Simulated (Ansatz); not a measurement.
# AlN: band gap under strain

How does strain move the band edges of AlN (database structure), and do the functionals agree on it? States: -5.6 % strain along z alone; +0.3 % strain along y alone.

Code: Ansatz 0.2.0. PAW datasets, plane waves. Calculated at 0 K for a non-magnetic cell.

### 1 The cell

The unstrained cell was relaxed with r2SCAN; in each strained cell the atoms were relaxed again with r2SCAN. Names of k-points are those of the unstrained zone, where strain can split equivalent points. First state: -5.6 % strain along z alone.

It is tetragonal, I-4m2 (No. 119); conventional cell a = 3.090 Å, c = 4.127 Å, 9.85 Å³ an atom. Near Al stand 4 N at 1.86 Å; near N stand 4 Al at 1.86 Å.

As a file:

```
Al N
1.0
     0.00000    2.18488    2.06340
     2.18488    0.00000    2.06340
     2.18488    2.18488    0.00000
Al N
1 1
Direct
  0.00000 0.00000 0.00000
  0.75000 0.75000 0.75000
```

### 2 -5.6 % strain along z alone: PBE

input.yaml reads:

```yaml
crystal:
  lattice:
    - [0.0, 2.1848764855, 2.0633973529]
    - [2.1848764855, 0.0, 2.0633973529]
    - [2.1848764855, 2.1848764855, 0.0]
  atoms:
    - { symbol: Al, position: [0.0, 0.0, 0.0] }
    - { symbol: "N", position: [0.75, 0.75, 0.75] }
kpoints:
  mp_grid: { grid: [10, 10, 10] }
  band_path:
    path:
      - [0.0, 0.0, 0.0]
      - [-0.5, -0.5, 0.0]
      - [-0.375, -0.375, 0.25]
      - [-0.375, 0.0, 0.375]
      - [0.0, 0.0, 0.5]
      - [-0.5, -0.25, 0.25]
    npoints: 1
hamiltonian:
  xc: pbe
scf:
  occupations: { method: fermi_dirac, width: 0.02 }
  n_extra_bands: 4
output:
  forces: true
  stress: true
  eigenvalues: true
  write_density: true
  write_potential: true
  elf: true
  volumetric_format: npy
```

On the command line:

```
$ ansatz run input.yaml --threads 4 --pin off --max-ram 5529MiB --backend cpu --events-out ev --progress --plain --runs-dir out
```

After this run come: -5.6 % strain along z alone: r2SCAN; -5.6 % strain along z alone: HSE06; +0.3 % strain along y alone: PBE; +0.3 % strain along y alone: r2SCAN; +0.3 % strain along y alone: HSE06.

**Question.** What will these runs give?

The runs gave:

Least gap in eV (negative: overlap):

| state | PBE | r2SCAN | HSE06 |
| --- | --- | --- | --- |
| -5.6 % strain along z alone | 3.05 | 3.68 | 4.30 |
| +0.3 % strain along y alone | 3.31 | 3.93 | 4.54 |

In words: Where both were run, the HSE06 gap lies +1.23 to +1.24 eV from PBE's, each on its own k points. In PBE the gap is least under -5.6 % strain along z alone (3.05 eV) and largest under +0.3 % strain along y alone (3.31 eV).
